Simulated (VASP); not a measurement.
# Which native defect does CuTe form most easily?, part 8 of 8

Aim: formation energies of the vacancies and antisites of CuTe, in the two limits of its composition. The start is a cell from a database of measured crystal structures.

VASP 6.6.1, plane waves and PAW; the level of theory is named at each step.

So far, formation energy of the neutral defect (eV): step 7 (this defect's formation energies, 31 atoms, defect vacancy, element Cu) 0.393; step 9 (this defect's formation energies, 31 atoms, defect vacancy, element Te) 1.34; step 12 (this defect's formation energies, 32 atoms, defect substitution, element Te) 1.12.

## 13. The defect cell, 32 atoms, defect Te on the Cu site

This step: PBEsol, no spin polarisation; plane waves and PAW (Te, Cu) (VASP 6.6.1).

System of this step: Cu15Te17. The cell holds 32 atoms: 17 Te and 15 Cu. Cell: a = 8.567 Å, b = 8.567 Å, c = 17.134 Å, α = 134.9°, β = 125.2°, γ = 73.6°. It derives from CuTe. Nearest the centre at fractional (0.266, 0.516, 0.125): Te17 at 0.00 Å, Te1 at 2.58 Å, Te7 at 2.58 Å, Cu25 at 2.60 Å, Cu28 at 2.60 Å, Cu31 at 2.60 Å, Cu26 at 2.60 Å, Te9 at 2.66 Å.

INCAR reads:

```
SYSTEM = Cu15Te17
PREC = Normal
ENCUT = 300
EDIFF = 1E-05
NELM = 120
ISMEAR = 1
SIGMA = 0.2
LREAL = Auto
ALGO = Fast
GGA = PS
LORBIT = 11
LWAVE = .FALSE.
LCHARG = .TRUE.
KPAR = 4
NCORE = 2
IBRION = 2
NSW = 50
ISIF = 2
EDIFFG = -0.03
POTIM = 0.4
MAXMIX = 40
ISYM = 2
```

POSCAR reads:

```
Cu15Te17
1.0
   -3.2835869093      3.9448573252      6.8595590234
    3.2835869093     -3.9448573252      6.8595590234
    6.5671738186      7.8897146504    -13.7191180468
Te Cu
17 15
Direct
    0.6365031700      0.6365031700      0.2500000000
    0.1365031700      0.1365031700      0.2500000000
    0.1365031700      0.6365031700      0.5000000000
    0.6365031700      0.1365031700      0.5000000000
    0.6365031700      0.6365031700      0.7500000000
    0.1365031700      0.1365031700      0.7500000000
    0.1365031700      0.6365031700      0.0000000000
    0.6365031700      0.1365031700      0.0000000000
    0.1134968300      0.1134968300      0.0000000000
    0.6134968300      0.6134968300      0.0000000000
    0.6134968300      0.1134968300      0.2500000000
    0.1134968300      0.6134968300      0.2500000000
    0.1134968300      0.1134968300      0.5000000000
    0.6134968300      0.6134968300      0.5000000000
    0.6134968300      0.1134968300      0.7500000000
    0.1134968300      0.6134968300      0.7500000000
    0.2657645400      0.5157645400      0.1250000000
    0.7657645400      0.0157645400      0.1250000000
    0.7657645400      0.5157645400      0.3750000000
    0.2657645400      0.0157645400      0.3750000000
    0.2657645400      0.5157645400      0.6250000000
    0.7657645400      0.0157645400      0.6250000000
    0.7657645400      0.5157645400      0.8750000000
    0.2657645400      0.0157645400      0.8750000000
    0.4842354600      0.2342354600      0.1250000000
    0.9842354600      0.7342354600      0.1250000000
    0.9842354600      0.2342354600      0.3750000000
    0.4842354600      0.7342354600      0.3750000000
    0.4842354600      0.2342354600      0.6250000000
    0.9842354600      0.7342354600      0.6250000000
    0.9842354600      0.2342354600      0.8750000000
    0.4842354600      0.7342354600      0.8750000000
```

KPOINTS reads:

```
Automatic mesh
0
Gamma
4 4 4
0 0 0
```

PAW data sets: Te and Cu (PBE family, release 64).

Command:

```bash
$ mpirun -np 8 vasp_std
```

The log of the run:

```text
[... set-up lines as in an earlier step ...]
 entering main loop
       N       E                     dE             d eps       ncg     rms          rms(c)
DAV:   1     0.204589689464E+04    0.20459E+04   -0.72921E+04  7680   0.121E+03
DAV:   2     0.154767560976E+03   -0.18911E+04   -0.18373E+04  7728   0.353E+02
DAV:   3    -0.113048791979E+03   -0.26782E+03   -0.25186E+03  9488   0.160E+02
DAV:   4    -0.136719755732E+03   -0.23671E+02   -0.22946E+02 12048   0.524E+01
[...]
RMM:  17    -0.121543062506E+03    0.37388E-04   -0.43470E-04  7707   0.109E-01    0.346E-02
RMM:  18    -0.121543060522E+03    0.19834E-05   -0.16937E-04  8578   0.418E-02    0.245E-02
RMM:  19    -0.121543067046E+03   -0.65239E-05   -0.29706E-05  5180   0.135E-02
   1 F= -.12154307E+03 E0= -.12153783E+03  d E =-.121543E+03
[... from here on, the cycles between the ionic steps are left out ...]
   2 F= -.12332321E+03 E0= -.12331676E+03  d E =-.178014E+01
   3 F= -.12397386E+03 E0= -.12396570E+03  d E =-.243079E+01
   5 F= -.12412730E+03 E0= -.12412128E+03  d E =-.258423E+01
   7 F= -.12421114E+03 E0= -.12420519E+03  d E =-.805469E-01
   9 F= -.12435707E+03 E0= -.12435314E+03  d E =-.543250E-01
  11 F= -.12437527E+03 E0= -.12437191E+03  d E =-.725316E-01
  13 F= -.12441639E+03 E0= -.12441264E+03  d E =-.411207E-01
  15 F= -.12443947E+03 E0= -.12443579E+03  d E =-.230748E-01
  17 F= -.12445476E+03 E0= -.12445122E+03  d E =-.130809E-01
  19 F= -.12446374E+03 E0= -.12446028E+03  d E =-.627839E-02
  21 F= -.12446958E+03 E0= -.12446623E+03  d E =-.450617E-02
  23 F= -.12446989E+03 E0= -.12446668E+03  d E =-.481555E-02
  25 F= -.12447501E+03 E0= -.12447168E+03  d E =-.409952E-02
  27 F= -.12447820E+03 E0= -.12447473E+03  d E =-.280360E-02
  29 F= -.12447902E+03 E0= -.12447546E+03  d E =-.362432E-02
  31 F= -.12447902E+03 E0= -.12447545E+03  d E =-.362122E-02
  33 F= -.12448094E+03 E0= -.12447732E+03  d E =-.192254E-02
  34 F= -.12448094E+03 E0= -.12447732E+03  d E =-.192194E-02
  35 F= -.12448184E+03 E0= -.12447824E+03  d E =-.906187E-03
 trial-energy change:   -0.000906  1 .order   -0.000939   -0.001431   -0.000447
 step:   5.5738(harm=  5.5738)  dis= 0.01037  next Energy=  -124.481978 (dE=-0.104E-02)
 reached required accuracy - stopping structural energy minimisation
```

It took 26 min on 8 MPI ranks of Intel Xeon 6975P-C (Granite Rapids), shared host; peak memory 4.1 GiB.

From OUTCAR (step 13):

```text
  Total       -1.2697144      0.7056631     -2.3259542     -1.7819702      0.0000000      0.0000000
  in kB       -2.8618749      1.5905304     -5.2425881     -4.0164746      0.0000000      0.0000000
  external PRESSURE =      -2.1713109 kB  Pullay stress =       0.0000000 kB

 POSITION                                       TOTAL-FORCE (eV/Angst)
 -----------------------------------------------------------------------------------
      1.33205      2.40117      5.72512         0.012466      0.017555      0.003865
      1.77825      1.96741     -1.56273        -0.005838     -0.000313      0.000918
      4.88754      2.02373     -1.53576         0.003083      0.003777     -0.014334
      1.61684      5.88346     -1.58237         0.018067     -0.001302      0.001279
      4.96322      5.86598     -1.53576        -0.003083     -0.003777     -0.014334
      4.95034      5.95112     -8.44193        -0.018067      0.001302      0.001279
      8.51871      5.48855     -7.99399        -0.012466     -0.017555      0.003865
      4.78893      9.86716     -8.42228         0.005838      0.000313      0.000918
      6.42454      7.93649    -12.34787        -0.000650     -0.006747     -0.009046
      6.56608      7.88253     -5.36736         0.002099     -0.003353     -0.013232
      0.00109      3.95204      1.49220        -0.002099      0.003353     -0.013232
      3.42622     -0.04678      1.37125         0.000650      0.006747     -0.009046
      3.39352      3.99917     -5.39179        -0.002179     -0.002520     -0.003769
      3.24828      3.91962      1.56906         0.006813     -0.002884      0.002546
[...]
-----------------------------------------------------------------------------------
    total drift:                                0.000092      0.002602      0.026541

  FREE ENERGIE OF THE ION-ELECTRON SYSTEM (eV)
  ---------------------------------------------------
  free  energy   TOTEN  =      -124.4818440926 eV

  energy  without entropy=     -124.4710187544  energy(sigma->0) =     -124.47823565

[... 2 parts as in an earlier step ...]

[... 2 further parts left out ...]
[key lines of the parts left out:]
E-fermi :   6.8378
```

Relaxation path (22 of 35):

```
step  energy less that of the first step (eV)  largest force (eV/Å)
   1                                   0.0000                4.1764
   3                                  -2.4308                0.8094
   4                                  -2.4134                0.6889
   6                                  -2.5875                0.4582
   7                                  -2.6681                0.3643
   9                                  -2.8140                0.2179
  11                                  -2.8322                0.2662
  12                                  -2.8668                0.1241
  14                                  -2.8911                0.0967
  16                                  -2.8986                0.1074
  17                                  -2.9117                0.0744
  19                                  -2.9207                0.0541
  20                                  -2.9220                0.0562
  22                                  -2.9276                0.0452
  24                                  -2.9278                0.0541
  25                                  -2.9319                0.0457
  27                                  -2.9351                0.0443
  29                                  -2.9360                0.0496
  30                                  -2.9359                0.0506
  32                                  -2.9359                0.0513
  33                                  -2.9379                0.0399
  35                                  -2.9388                0.0219
```

The atoms that moved most (Å):

```
atom      dx      dy      dz  length
 Te1  -0.310   0.429   0.423   0.677
 Te7   0.310  -0.429   0.423   0.677
Te17   0.000   0.000   0.365   0.365
 Te9  -0.143   0.047  -0.186   0.239
Te12   0.143  -0.047  -0.186   0.239
Te16  -0.110  -0.054  -0.089   0.152
Te13   0.110   0.054  -0.089   0.152
Cu32  -0.094  -0.001  -0.104   0.141
```

Final coordinates:

```xyz
32
Lattice="-3.2836 3.9449 6.8596 3.2836 -3.9449 6.8596 6.5672 7.8897 -13.7191" Properties=species:S:1:pos:R:3 pbc="T T T"
Te    1.3321    2.4012    5.7251
Te    1.7782    1.9674   -1.5627
Te    4.8875    2.0237   -1.5358
Te    1.6168    5.8835   -1.5824
Te    4.9632    5.8660   -1.5358
Te    4.9503    5.9511   -8.4419
Te    1.9515   -2.4012    5.7251
Te   -1.7782    1.9774    5.2968
Te   -0.1426    0.0468    1.3713
Te   -0.0011   -0.0072    8.3518
Te    0.0011    3.9520    1.4922
Te    3.4262   -0.0468    1.3713
Te    3.3935    3.9992   -5.3918
Te    3.2483    3.9196    1.5691
Te    3.3189    7.9150   -5.2905
Te    6.4572    3.8905   -5.3918
Te    1.6418    0.0000    4.0115
Cu   -1.6418    3.9449    3.6071
Cu    1.6113    3.8821    3.6709
Cu    1.7404    3.9147   -3.2703
Cu    4.9254    3.9449   -3.2121
Cu    1.6418    7.8897   -3.1946
Cu    4.9559    7.9525   -3.1887
Cu    4.8268    7.9199  -10.1299
Cu   -0.0898    1.9718    3.1287
Cu    0.0898    1.9731    9.9883
Cu    0.0944    5.9185    3.1092
Cu    3.3587    1.9233    3.1632
Cu    3.3249    5.9415   -3.6330
Cu    3.2422    5.8931    3.2265
Cu    3.2085    9.9113   -3.6964
Cu    6.4728    5.9161   -3.7504
```

The run ended after 35 ionic steps, 2.939 eV below its first step, once the forces on the free atoms met EDIFFG = -0.03.

The 8 first neighbours (Cu and Te) lie 2.61 Å from the site on average (2.58 to 2.66) in the perfect crystal and 2.91 Å on average from the atom on it after the relaxation (+11.5 %, spread from 2.71 to 3.19 Å).

## 14. Energies of this defect, 32 atoms, defect substitution, element Cu

This step: point defect, PBEsol; plane waves and PAW (VASP 6.6.1).

No new run; the numbers come from the runs before.

Formation energy:

```
formation energy (eV)  largest move (Å)
                1.724             0.677
```

The formation energy is the energy of the relaxed defect cell less that of the perfect cell, with each removed atom booked to its reference and each added atom taken from it.

References, in eV an atom: Cu -4.316 (crystal Fm-3m) and Te -3.525 (crystal P3_121). They were run at the supercell's cutoff and functional, without U, and count both elements from their own phases.

The formation energy is 1.724 eV, and the largest move of an atom 0.68 Å.

## 15. The defect cell, 33 atoms, defect interstitial Cu

This step: PBEsol, spin-polarised, with small moments to start from; plane waves and PAW (Te, Cu) (VASP 6.6.1).

System of this step: Cu17Te16. The cell holds 33 atoms: 16 Te and 17 Cu. Cell: a = 8.567 Å, b = 8.567 Å, c = 17.134 Å, α = 134.9°, β = 125.2°, γ = 73.6°. It derives from CuTe. Nearest the centre at fractional (0.417, 0.417, 0.000): Cu33 at 0.00 Å, Te1 at 2.60 Å, Te7 at 2.60 Å, Te8 at 2.60 Å, Te6 at 2.60 Å, Cu17 at 2.64 Å, Cu24 at 2.64 Å, Te10 at 2.70 Å.

INCAR, as its differences from that of step 13:

```diff
@@ -1,2 +1,2 @@
-SYSTEM = Cu15Te17
+SYSTEM = Cu17Te16
 PREC = Normal
@@ -10,2 +10,5 @@
 GGA = PS
+ISPIN = 2
+MAGMOM = 0.6 0 0 0 0 0 0.6 0.6 0 0 0 0 0 0 0 0 0 0 0 0 0 0 0 0 0 0 0 0 0 0 0 0 0.6
+LMAXMIX = 4
 LORBIT = 11
```

POSCAR, as its differences from that of step 13:

```diff
@@ -1,2 +1,2 @@
-Cu15Te17
+Cu17Te16
 1.0
@@ -6,3 +6,3 @@
 Te Cu
-17 15
+16 17
 Direct
@@ -40 +40,2 @@
     0.4842354600      0.7342354600      0.8750000000
+    0.4166666700      0.4166666700      0.0000000000
```

KPOINTS is that of step 13.

Command:

```bash
$ mpirun -np 8 vasp_std
```

The log of the run:

```text
[banner, memory and clock lines left out]
running    8 mpi-ranks, on    1 nodes
[...]
[... a notice as in an earlier step ...]

 LDA part: xc-table for (Slater+PW92), standard interpolation
 POSCAR, INCAR and KPOINTS ok, starting setup
[...]
entering main loop
       N       E                     dE             d eps       ncg     rms          rms(c)
DAV:   1     0.219221330906E+04    0.21922E+04   -0.77703E+04 24480   0.125E+03
DAV:   2     0.168612346980E+03   -0.20236E+04   -0.19664E+04 24482   0.361E+02
DAV:   3    -0.121419967676E+03   -0.29003E+03   -0.27115E+03 28938   0.165E+02
DAV:   4    -0.147437618750E+03   -0.26018E+02   -0.25223E+02 38144   0.545E+01
[...]
RMM:  21    -0.130914411763E+03   -0.13936E-04   -0.12592E-04 23906   0.321E-02    0.206E-02
RMM:  22    -0.130914425547E+03   -0.13784E-04   -0.22846E-05 14977   0.191E-02    0.267E-02
RMM:  23    -0.130914418229E+03    0.73181E-05   -0.10534E-05 14135   0.178E-02
   1 F= -.13091442E+03 E0= -.13090704E+03  d E =-.130914E+03  mag=    -0.0001
[... from here on, the cycles between the ionic steps are left out ...]
   2 F= -.13101232E+03 E0= -.13100430E+03  d E =-.978975E-01  mag=    -0.0002
   3 F= -.13108837E+03 E0= -.13107916E+03  d E =-.173957E+00  mag=    -0.0002
   4 F= -.13110343E+03 E0= -.13109422E+03  d E =-.150592E-01  mag=     0.0012
   5 F= -.13111793E+03 E0= -.13110868E+03  d E =-.295560E-01  mag=     0.0001
   6 F= -.13112018E+03 E0= -.13111096E+03  d E =-.318034E-01  mag=     0.0001
   7 F= -.13112375E+03 E0= -.13111450E+03  d E =-.353708E-01  mag=     0.0000
   8 F= -.13113312E+03 E0= -.13112396E+03  d E =-.937872E-02  mag=     0.0002
   9 F= -.13113834E+03 E0= -.13112928E+03  d E =-.145973E-01  mag=     0.0001
  10 F= -.13114728E+03 E0= -.13113826E+03  d E =-.893324E-02  mag=     0.0003
  11 F= -.13115716E+03 E0= -.13114829E+03  d E =-.188197E-01  mag=     0.0002
  12 F= -.13116456E+03 E0= -.13115579E+03  d E =-.740040E-02  mag=    -0.0000
  13 F= -.13116970E+03 E0= -.13116104E+03  d E =-.125325E-01  mag=    -0.0001
  14 F= -.13117050E+03 E0= -.13116210E+03  d E =-.133374E-01  mag=    -0.0000
  15 F= -.13117164E+03 E0= -.13116314E+03  d E =-.144809E-01  mag=     0.0001
  16 F= -.13117883E+03 E0= -.13117037E+03  d E =-.719017E-02  mag=     0.0001
  17 F= -.13118614E+03 E0= -.13117776E+03  d E =-.145011E-01  mag=     0.0001
  18 F= -.13118984E+03 E0= -.13118153E+03  d E =-.369829E-02  mag=     0.0001
  19 F= -.13119157E+03 E0= -.13118329E+03  d E =-.542520E-02  mag=     0.0002
[...]
hard stop encountered!  aborting job ...
[...]
soft stop encountered!  aborting job ...
  20 F= -.13119196E+03 E0= -.13118371E+03  d E =-.247544E-01  mag=     0.0001
 deleting file STOPCAR
```

The job ended after 50 min (8 MPI ranks; peak memory 9.3 GiB).

Step by step:

```
step  energy less that of the first step (eV)  largest force (eV/Å)
   1                                   0.0000                0.7937
   2                                  -0.0979                0.5011
   3                                  -0.1740                0.2671
   4                                  -0.1890                0.2320
   5                                  -0.2035                0.1465
   6                                  -0.2058                0.1820
   7                                  -0.2093                0.1194
   8                                  -0.2187                0.0909
   9                                  -0.2239                0.1008
  10                                  -0.2329                0.0720
  11                                  -0.2427                0.1416
  12                                  -0.2501                0.1045
  13                                  -0.2553                0.0694
  14                                  -0.2561                0.1043
  15                                  -0.2572                0.0836
  16                                  -0.2644                0.0621
  17                                  -0.2717                0.1110
  18                                  -0.2754                0.0653
  19                                  -0.2772                0.0640
```

The atoms that moved most (Å):

```
atom      dx      dy      dz  length
Cu33  -0.001   0.004  -0.224   0.224
 Te1   0.153   0.026   0.094   0.181
 Te6  -0.146  -0.029   0.095   0.177
Cu24  -0.159   0.017   0.049   0.167
Cu31  -0.031   0.070   0.146   0.165
Cu17   0.157  -0.016   0.046   0.164
Cu25   0.032  -0.069   0.146   0.164
 Te8  -0.137   0.074   0.052   0.164
```

The relaxed structure:

```xyz
33
Lattice="-3.2836 3.9449 6.8596 3.2836 -3.9449 6.8596 6.5672 7.8897 -13.7191" Properties=species:S:1:pos:R:3 pbc="T T T"
Te    1.7943    1.9989    5.3965
Te    1.7439    1.9563   -1.5652
Te    4.8044    1.9861   -1.5395
Te    1.7642    5.9000   -1.5392
Te    4.8239    5.9365   -1.5671
Te    4.7789    5.8884   -8.3219
Te    1.7753   -2.0425    5.3574
Te   -1.7784    2.0468    5.3546
Te   -0.0028   -0.0046    1.6491
Te   -0.0009   -0.0005    8.3932
Te    0.0571    3.8083    1.5303
Te    3.3202    0.0017    1.5374
Te    3.2890    3.9457   -5.4061
Te    3.2821    3.9442    1.5787
Te    3.2251    8.0291   -5.3295
Te    6.5281    3.9350   -5.3209
Cu    1.7987   -0.0159    3.6920
Cu   -1.5546    3.9258    3.6084
Cu    1.6066    3.9199    3.6770
Cu    1.7205    3.9325   -3.2365
Cu    4.8443    3.9579   -3.2330
Cu    1.6801    7.9148   -3.1847
Cu    4.8369    7.9109   -3.2513
Cu    4.7665    7.9070  -10.0236
Cu    0.0324    1.9035    3.3590
Cu    0.0850    1.9592   10.0505
Cu    0.0325    5.8877    3.0655
Cu    3.3700    1.9682    3.2284
Cu    3.2499    5.9500   -3.7973
Cu    3.2013    5.9179    3.2344
Cu    3.2530    9.9317   -3.4997
Cu    6.4790    5.9303   -3.6722
Cu   -0.0007    0.0044    5.4921
```

The stop cut the electronic loop of the last step short, so that step is set aside; the step before it may be unsound too where the loop had begun to diverge.

The run met its time limit with a largest force of 0.06 eV/Å at its last finished step, short of the threshold. The session uses it under a looser, picked bar, without proof that a minimum is near.

## 16. This defect's formation energies, 33 atoms, defect interstitial

This step: point defect, PBEsol; plane waves and PAW (VASP 6.6.1).

This step runs nothing: it gathers the runs above.

The formation energy is the energy of the relaxed defect cell less that of the perfect cell, with each removed atom booked to its reference and each added atom taken from it.

References, in eV an atom: Cu -4.316 (crystal Fm-3m) and Te -3.525 (crystal P3_121). They were run at the supercell's cutoff and functional, without U, and count both elements from their own phases.

The formation energy is 0.127 eV, and the largest move of an atom 0.22 Å.

## 17. All defects in both limits

This step: native point defects, PBEsol; plane waves and PAW (VASP 6.6.1).

Derived from the runs above.

Neutral cells; the limits come from the host's formation enthalpy alone. Formation energies:

```
           defect  charge  formation energy, Cu-rich (eV)  formation energy, Te-rich (eV)  moment (μB)
       Cu vacancy       0                           0.393                           0.297      no spin
       Te vacancy       0                           1.248                           1.343      no spin
Cu on the Te site       0                           1.023                           1.215     -2.75e-4
Te on the Cu site       0                            1.82                           1.629      no spin
  interstitial Cu       0                           0.127                           0.222      1.27e-4
```

These relaxations stopped short of the force threshold, so the energies given for them would still fall a little: Cu on the Te site at charge 0; interstitial Cu at charge 0.

## 18. Summary of results

```json
{
 "host formation enthalpy": "-0.0478 eV/atom"
}
```

In words: In the Cu-rich limit the cheapest defect is the interstitial Cu, at 0.13 eV. In the Te-rich limit the cheapest defect is the interstitial Cu, at 0.22 eV, with the Cu vacancy only 0.07 eV above it. The crystal is layered and no dispersion term is used, so the spacing and binding between its layers, and what hangs on them, are unreliable. The supercell of 32 atoms is small. Potential shifts are not applied, only the charges listed were run, and a negative energy means that the Fermi level can't reach that place or the limit lies outside the host's range, or that the host's structure gives way. Each defect was run on one site, no other kinds were tried, and all belong to one structure, the phase of space group Pmmn. The limits are set by the pure elements; where other compounds of the two lie between, the true range is narrower and the order of defects can differ. A relaxation stopped short of its threshold, at a residual force of 0.07 eV/Å, so the energy of that state, where it is used, is an upper bound.

[Lines on the potential files, build, host, timing and source positions are cut from VASP's logs without a mark.]

[Logs are printed without paths, hosts, clocks, repeated set-up lines and the standing remarks that a program may print on its own settings, such as how far it seeks lower states.]

[Hosts, paths, dates, database ids (printed as entryN), source tags and the programs' standing remarks are cut or masked in the printed files.]

[In band tables of VASP the shares of atoms and orbitals are scaled to a sum of 1 inside the atoms' spheres.]

[Runs that stopped without an error message from VASP are left out.]
